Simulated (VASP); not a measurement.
Here is a VASP 6.6.1 calculation.

Contents of INCAR:

```
SYSTEM = LiF
ALGO = Normal
EDIFF = 1E-6
ENCUT = 520
GGA = PE
ISIF = 2
ISMEAR = 0
LASPH = .True.
LCHARG = .False.
LREAL = .False.
LWAVE = .False.
NBANDS = 12
NELM = 80
PREC = Accurate
SIGMA = 0.05
```

Contents of KPOINTS:

```
k-points
0
Gamma
  10 10 10
  0 0 0
```

The input POSCAR:

```
LiF
1.0
    2.5595330000      0.0000000000      0.0000000000
    0.0000000000      2.5595330000      0.0000000000
    0.0000000000      0.0000000000      2.5595330000
Li F
1 1
Direct
    0.0000000000      0.0000000000      0.0000000000
    0.5000000000      0.5000000000      0.5000000000
```

Potentials or basis: VASP PAW PBE potentials, release 64 (Li_sv, F).

Command:

```sh
$ cat potpaw_PBE.64/Li_sv/POTCAR potpaw_PBE.64/F/POTCAR > POTCAR
$ mpirun -np 1 vasp_std > vasp.out
```

Problem. Estimate the band gap on the k mesh.

Solution. 7.51 eV, indirect (least direct gap 8.18 eV).

 As with any semilocal functional, this PBE gap is likely too small.
